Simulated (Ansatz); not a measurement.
Here is an Ansatz 0.2.0 calculation.

File input.yaml:

```yaml
crystal:
  lattice:
    - [2.71013089, 0.0, 0.0]
    - [-1.355065445, 2.3470421983, 0.0]
    - [0.0, 0.0, 4.37516163]
  atoms:
    - { symbol: Ti, position: [0.3333333333, 0.6666666667, 0.72126] }
    - { symbol: Ti, position: [0.6666666667, 0.3333333333, 0.27874] }
    - { symbol: O, position: [0.0, 0.0, 0.0] }
hamiltonian:
  xc: blyp
  pseudopotentials: { kind: nc, source: spms }
  dispersion: d3bj
kpoints:
  mp_grid: { grid: [11, 11, 6] }
scf:
  occupations: { method: fermi_dirac, width: 0.01 }
  n_extra_bands: 7
output:
  forces: true
  stress: true
  eigenvalues: true
  dos: { projected: false, de: 0.05, nscf_kmesh: { grid: [17, 17, 9] } }
```

Potentials or basis: SPMS NC.

The run is started by

```console
$ ansatz run input.yaml --threads 2 --pin off --max-ram 5120MiB --backend cpu --events-out ev --progress --plain --runs-dir out
```

**Question.** What does it give for the largest force?

**Answer.** 0.453 eV/Å.

**Question.** What does it give for the density of states at the Fermi level?

**Answer.** 0.66 states/eV per cell.

States per cell in windows of 1 eV (zero at the Fermi level; states under -8 eV left out):
| from (eV) | total |
| --- | --- |
| -8.0 | 2.21 |
| -7.0 | 0.10 |
| -6.0 | 0.00 |
| -5.0 | 0.00 |
| -4.0 | 0.27 |
| -3.0 | 1.61 |
| -2.0 | 2.30 |
| -1.0 | 1.81 |
| 0.0 | 1.32 |
| 1.0 | 2.99 |
| 2.0 | 2.81 |
| 3.0 | 3.34 |
| 4.0 | 2.58 |
| 5.0 | 0.95 |
| 6.0 | 0.00 |
| 7.0 | 0.00 |

Caveat: the potentials were made for another functional, which shifts forces and pressure; semilocal functionals often make such compounds metallic where correlation or magnetic order opens a gap, which also shifts bond lengths.
